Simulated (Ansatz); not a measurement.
The system is Al2Cu.

```
Cu Al
1.0
     4.10518    0.00000    0.00000
     0.00000    4.10518    0.00000
     0.00000    0.00000    2.89131
Cu Al
1 2
Direct
  0.00000 0.00000 0.00000
  0.00000 0.50000 0.50000
  0.50000 0.00000 0.50000
```

The cell comes from a database or a generator and needn't be the stable form of this composition.

| Quantity | Value |
| --- | --- |
| Program | Ansatz 0.2.0 |
| Task | relaxation of cell and atoms |
| Functional | PBEsol |
| Dispersion | D3(BJ) |
| Potentials or basis | Ansatz PAW |
| Cutoff | 420 eV (not typed: the program's choice for these potentials) |
| k mesh | 7 × 7 × 9 |
| Occupations | fermi-dirac, width 0.05 eV |
| Spin | no spin polarisation |

At the start: volume 16.24 Å³/atom.

**Question.** Where does the relaxation end?

**Answer.** It ends after 5 steps and the volume is 15.28 Å³/atom (-5.9 %); space group P4/mmm (No. 123, to 0.05 Å).

Step by step:
| step | energy change (eV) | largest force (eV/Å) | volume (Å³) |
| --- | --- | --- | --- |
| 1 | 0.0000 | 0.0000 | 48.73 |
| 2 | -0.0524 | 0.0000 | 46.66 |
| 3 | -0.0576 | 0.0000 | 45.74 |
| 4 | -0.0576 | 0.0000 | 45.84 |
| 5 | -0.0567 | 0.0000 | 45.84 |

Final structure:
```xyz
3
Lattice="4.0350 0.0000 0.0000 0.0000 4.0350 0.0000 0.0000 0.0000 2.8154" Properties=species:S:1:pos:R:3 pbc="T T T"
Cu    0.0000    0.0000    0.0000
Al    0.0000    2.0175    1.4077
Al    2.0175    0.0000    1.4077
```

Caveat: the plane-wave basis is chosen anew once the cell has moved, so the energies of steps on either side of that aren't comparable; pairwise dispersion overbinds metals, which lowers pressure and volume; the PAW data sets come from PBE, with cores solved anew for the run's functional, which leaves a small shift of forces and pressure.
